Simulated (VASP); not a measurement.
Here is a VASP 6.6.1 calculation.

INCAR

```
ALGO     = Normal         # electronic algorithm
EDIFF    = 1E-7           # SCF threshold, eV
ENCUT    = 520            # plane-wave cutoff, eV
GGA      = RP             # functional
ISIF     = 2              # what is computed and relaxed
ISMEAR   = -1             # smearing method
IVDW     = 13             # dispersion correction
LASPH    = T              # aspherical terms in the spheres
LCHARG   = T              # write CHGCAR
LELF     = T              # ELF
LREAL    = F              # projectors in reciprocal space
LVHAR    = T            
LWAVE    = F              # write WAVECAR
NBANDS   = 15             # bands
NELM     = 60             # most SCF steps
PREC     = Accurate       # precision mode
SIGMA    = 0.05           # smearing width, eV
```

Contents of KPOINTS:

```
k-points
0
Gamma
  7 7 7
```

POSCAR

```
BaS
1.0
    0.0000000000      3.2055573619      3.2055573619
    3.2055573619      0.0000000000      3.2055573619
    3.2055573619      3.2055573619      0.0000000000
Ba S
1 1
Direct
    0.0000000000      0.0000000000      0.0000000000
    0.5000000000      0.5000000000      0.5000000000
```

Potentials or basis: VASP PAW PBE potentials, release 64 (Ba_sv, S).

The run is started by

```console
$ cat potpaw_PBE.64/Ba_sv/POTCAR potpaw_PBE.64/S/POTCAR > POTCAR
$ mpirun -np 1 vasp_std > vasp.out
```

(1) Predict the pressure.

(2) Predict the band gap on the k mesh.

Results:

(1) 0.6 GPa.

(2) 2.33 eV, indirect (least direct gap 2.48 eV).

Caveat: the PAW data sets were made with another functional, which shifts forces and pressure a little; spin-orbit coupling is left out, which moves the levels of the heavy elements.

**What was measured.**

A printed reference work, monograph, original work of 1988 reports, for a bulk crystal of BaS at 2 K: band gap 3.806 eV (indirect).

A measured gap of BaS is 3.806 eV (indirect; 2 K; a printed reference work, monograph, original work of 1988); the calculated 2.33 eV misses it by -1.48 eV. Spin-orbit coupling on Ba is left out. The value is that of RPBE+D4 on a finite k mesh, which can miss the band edges, without temperature or zero-point motion. Semilocal functionals fall short of measured gaps as a rule.
